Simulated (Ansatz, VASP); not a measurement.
AlN: VASP beside Ansatz

File INCAR:

```
SYSTEM = AlN
ALGO = Normal
EDIFF = 1E-6
ENCUT = 520
GGA = PS
ISIF = 2
ISMEAR = 0
LASPH = .TRUE.
LCHARG = .FALSE.
LREAL = .FALSE.
LWAVE = .FALSE.
NBANDS = 11
NELM = 60
PREC = Accurate
SIGMA = 0.05
```

The input KPOINTS:

```
k-points
0
G
  10 10 10
  0 0 0
```

The input POSCAR:

```
AlN
1.0
    0.0000000000      1.9671402654      1.9671402654
    1.9671402654      0.0000000000      1.9671402654
    1.9671402654      1.9671402654      0.0000000000
Al N
1 1
Direct
    0.5000000000      0.5000000000      0.5000000000
    0.0000000000      0.0000000000      0.0000000000
```

Input for Ansatz:

```yaml
crystal:
  lattice:
    - [0.0, 1.9671402654, 1.9671402654]
    - [1.9671402654, 0.0, 1.9671402654]
    - [1.9671402654, 1.9671402654, 0.0]
  atoms:
    - { symbol: Al, position: [0.5, 0.5, 0.5] }
    - { symbol: "N", position: [0.0, 0.0, 0.0] }
basis:
  ecutwfc: 420
  ecutrho_ratio: 4
kpoints:
  mp_grid: { grid: [10, 10, 10] }
hamiltonian:
  xc: pbesol
scf:
  occupations: { method: gaussian, width: 0.05 }
output:
  forces: true
  stress: true
  eigenvalues: true
```

Alike in both runs: task single point; functional PBEsol; k mesh 10 × 10 × 10; occupations gaussian, width 0.05 eV; no spin polarisation.

|  | VASP | Ansatz |
| --- | --- | --- |
| version | VASP 6.6.1 | Ansatz 0.2.0 |
| potentials or method | VASP PAW PBE potentials, release 64 (Al, N) | scalar-relativistic, plane waves, PAW |
| plane-wave cutoff (eV) | 520 | 420 |
| valence electrons in the cell | 8 | 8 |

```csv
,VASP,Ansatz,Ansatz less VASP
gap on the k mesh at the Fermi level (eV),4.98,4.98,0.000
least direct gap on the mesh (eV),6.90,6.87,-0.029
pressure (GPa),25.8,25.8,+0.04
```

With one functional, cell and mesh, what is left measures potentials, basis and numerics.

Caveats: so large a pressure means that the cell lies far from this level's equilibrium, or that cutoff or potentials fall short (VASP); the potentials were made for another functional, which shifts forces and pressure (VASP). A k mesh can miss the band edges. As with any semilocal functional, this PBEsol gap is likely too small.
